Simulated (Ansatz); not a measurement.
# CaO: the cost of one run

Method: DFT PBE, scalar-relativistic, plane waves, PAW, in Ansatz 0.2.0.

## 1. The system as given

It takes space group I4mm (No. 107, tetragonal). Conventional cell: a = 3.392 Å, b = 3.392 Å, c = 5.361 Å, α = 90.00°, β = 90.00°, γ = 90.00°. Ca (site symmetry 4mm) is surrounded by 5 O at 2.30 to 2.43 Å. O (site symmetry 4mm) has 5 Ca at 2.30 to 2.43 Å as nearest neighbours.

As a file:

```cif
data_structure
_symmetry_space_group_name_H-M 'P 1'
_symmetry_Int_Tables_number 1
_cell_length_a 3.5972
_cell_length_b 3.5972
_cell_length_c 3.5972
_cell_angle_alpha 123.735
_cell_angle_beta 123.735
_cell_angle_gamma 83.645
_cell_volume 30.85
loop_
_atom_site_label
_atom_site_type_symbol
_atom_site_fract_x
_atom_site_fract_y
_atom_site_fract_z
_atom_site_occupancy
Ca1 Ca 0.00061 0.00061 0.00000 1
O1 O 0.57139 0.57139 0.00000 1
```

The cell is invented: species swapped into a database cell of SnP (I4mm, No. 107), with Ca on the Sn sites and O on the P sites. Lengths come from tabulated atomic sizes and are only a guess.

## 2. Probe: one point on a coarse mesh

input.yaml

```yaml
crystal:
  lattice:
    - [-1.69615605, 1.69615605, 2.68072168]
    - [1.69615605, -1.69615605, 2.68072168]
    - [1.69615605, 1.69615605, -2.68072168]
  atoms:
    - { symbol: Ca, position: [0.0006089, 0.0006089, 0.0] }
    - { symbol: O, position: [0.57139212, 0.57139212, 0.0] }
basis:
  ecutwfc: 420
kpoints:
  mp_grid: { grid: [8, 8, 8] }
hamiltonian:
  xc: pbe
scf:
  occupations: { method: gaussian, width: 0.1 }
  lower_state_search: "off"
output:
  forces: true
  stress: true
  eigenvalues: true
```

Started as:

```sh
$ ansatz run input.yaml --threads 1 --pin off --max-ram 2048MiB --backend cpu --events-out ev --progress --plain --runs-dir out
```

**Question.** How long does this run take on 1 thread of Arm Neoverse V1, shared host, and how much memory does it need?

About 2.6 s, with a peak of 0.28 GiB.
